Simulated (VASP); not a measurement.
# BAs (F-43m) in VASP: notebook, part 2 of 2

VASP 6.6.1. Earlier steps stand in the parts before.

### Step 3. Relaxation of the atoms, PBE (a relaxed cell with its volume scaled by 1.04)

Contents of INCAR:

```
SYSTEM = BAs
PREC = Accurate
ENCUT = 600
EDIFF = 1E-7
ISMEAR = 0
SIGMA = 0.03
LREAL = .FALSE.
LASPH = .TRUE.
NELM = 80
ALGO = Normal
ISIF = 2
LWAVE = .FALSE.
LCHARG = .FALSE.
GGA = PE
IBRION = 2
NSW = 40
EDIFFG = -0.01
```

Contents of KPOINTS:

```
Automatic mesh
0
G
  10 10 10
  0 0 0
```

Contents of POSCAR:

```
BAs                                     
1.0
    0.0000000000      2.4398604663      2.4398604663
    2.4398604663      0.0000000000      2.4398604663
    2.4398604663      2.4398604663      0.0000000000
  B               As            
     1     1
Direct
     0.0000000000000000    0.0000000000000000    0.0000000000000000
     0.2500000000000000    0.2500000000000000    0.2500000000000000
```

Potentials or basis: VASP PAW PBE potentials, release 64 (B, As).

On the command line:

```
$ cat potpaw_PBE.64/B/POTCAR potpaw_PBE.64/As/POTCAR > POTCAR
$ mpirun -np 1 vasp_std > vasp.out
```

OUTCAR:

```text
SYSTEM = BAs
   PREC = Accurate
   ENCUT = 600
   EDIFF = 1E-7
   ISMEAR = 0
   LREAL = .FALSE.
   LASPH = .TRUE.
   NELM = 80
   ISIF = 2
   GGA = PE
   IBRION = 2
   NSW = 40
   EDIFFG = -0.01

 ion  position               nearest neighbor table
   1  0.000  0.000  0.000-   2 2.11   2 2.11   2 2.11   2 2.11
   2  0.250  0.250  0.250-   1 2.11   1 2.11   1 2.11   1 2.11

  LATTYP: Found a face centered cubic cell.
 ALAT       =     4.8797209326

  Lattice vectors:

 A1 = (   0.0000000000,   2.4398604663,   2.4398604663)
 A2 = (   2.4398604663,   0.0000000000,   2.4398604663)
 A3 = (   2.4398604663,   2.4398604663,   0.0000000000)

Analysis of symmetry for initial positions (statically):
=====================================================================
 Subroutine PRICEL returns:
 Original cell was already a primitive cell.

 Routine SETGRP: Setting up the symmetry group for a
 face centered cubic supercell.

 Subroutine GETGRP returns: Found 24 space group operations
 (whereof 24 operations were pure point group operations)
 out of a pool of 48 trial point group operations.
[... 162 lines left out ...]

  energy without entropy =      -11.39755090  energy(sigma->0) =      -11.39755090

 E-fermi :   5.5658     XC(G=0): -10.3097

 val. band max:        5.4401173926   @ k =   0.0000   0.0000   0.0000
 cond. band min:       6.6794279710   @ k =   0.4000   0.4000   0.0000
 fundamental gap:      1.2393105784
 Fermi energy:         5.5657864727

 k-point     1 :       0.0000    0.0000    0.0000
  band No.  band energies     occupation
      1      -9.3946      2.00000
      2       5.4401      2.00000
      3       5.4401      2.00000
      4       5.4401      2.00000
      5       8.6393      0.00000
      6       8.6393      0.00000
      7       8.6393      0.00000
      8       9.3314      0.00000
[... 243 lines left out ...]
 k-point    24 :       0.4000    0.3000    0.0000
  band No.  band energies     occupation
      1      -6.9234      2.00000
      2      -0.8499      2.00000
      3       1.7234      2.00000
      4       2.1804      2.00000
      5       7.1679      0.00000
      6       8.8050      0.00000
      7      13.8327      0.00000
      8      14.0949      0.00000

 [... further k-points ...]
[... 5 lines left out ...]
  --------------------------------------------------------------------------------------
  -------------------------------------------------------------------------------------
  Total       -0.8639487     -0.8639487     -0.8639487     -0.0000000      0.0000000      0.0000000
  in kB      -47.6511695    -47.6511695    -47.6511695     -0.0000000      0.0000000      0.0000000
  external PRESSURE =     -47.6511695 kB  Pullay stress =       0.0000000 kB

 VOLUME and BASIS-vectors are now :
 -----------------------------------------------------------------------------
  energy-cutoff  :      600.00
  volume of cell :       29.05
      direct lattice vectors                 reciprocal lattice vectors
     0.000000000  2.439860466  2.439860466    -0.204929752  0.204929752  0.204929752
     2.439860466  0.000000000  2.439860466     0.204929752 -0.204929752  0.204929752
     2.439860466  2.439860466  0.000000000     0.204929752  0.204929752 -0.204929752

 POSITION                                       TOTAL-FORCE (eV/Angst)
 -----------------------------------------------------------------------------------
      0.00000      0.00000      0.00000         0.000000     -0.000000      0.000000
      1.21993      1.21993      1.21993        -0.000000      0.000000     -0.000000
 -----------------------------------------------------------------------------------
    total drift:                               -0.000000     -0.000000     -0.000000

  FREE ENERGIE OF THE ION-ELECTRON SYSTEM (eV)
  ---------------------------------------------------
  free  energy   TOTEN  =       -11.3975509009 eV

  energy  without entropy=      -11.3975509009  energy(sigma->0) =      -11.39755090

 reached required accuracy - stopping structural energy minimisation
```

CONTCAR:

```text
BAs
   1.00000000000000
     0.0000000000000000    2.4398604662999999    2.4398604662999999
     2.4398604662999999    0.0000000000000000    2.4398604662999999
     2.4398604662999999    2.4398604662999999    0.0000000000000000
  B               As
     1     1
Direct
     0.0000000000000000    0.0000000000000000    0.0000000000000000
     0.2500000000000000    0.2500000000000000    0.2500000000000000

  0.00000000E+00  0.00000000E+00  0.00000000E+00
  0.00000000E+00  0.00000000E+00  0.00000000E+00
```

It took 19 s on 1 thread of Intel Xeon Platinum 8488C (Sapphire Rapids), shared host; peak memory 0.16 GiB.

What came out:

| Property | Result |
| --- | --- |
| Free energy | -11.3976 eV |
| Pressure after relaxing | -4.8 GPa |
| Band gap on the k mesh | 1.24 eV, indirect (least direct gap 3.20 eV) |

Final structure:
```
CELL_PARAMETERS angstrom
0.00000 2.43986 2.43986
2.43986 0.00000 2.43986
2.43986 2.43986 0.00000
ATOMIC_POSITIONS crystal
B 0.00000 0.00000 0.00000
As 0.25000 0.25000 0.25000
```

Levels at points of the mesh, in eV from the valence-band top:
| k point | band 2 | band 3 | band 4 | band 5 | band 6 | band 7 |
| --- | --- | --- | --- | --- | --- | --- |
| (0.00, 0.00, 0.00) | 0.00 | 0.00 | 0.00 | 3.20 | 3.20 | 3.20 |
| (0.50, 0.00, 0.00) | -8.34 | -1.71 | -1.71 | 2.33 | 4.70 | 4.70 |
| (0.50, 0.50, 0.00) | -8.18 | -3.82 | -3.82 | 1.50 | 1.50 | 10.77 |

Caveat: the relaxation stopped at its first step, so nothing moved. A k mesh can miss the band edges.
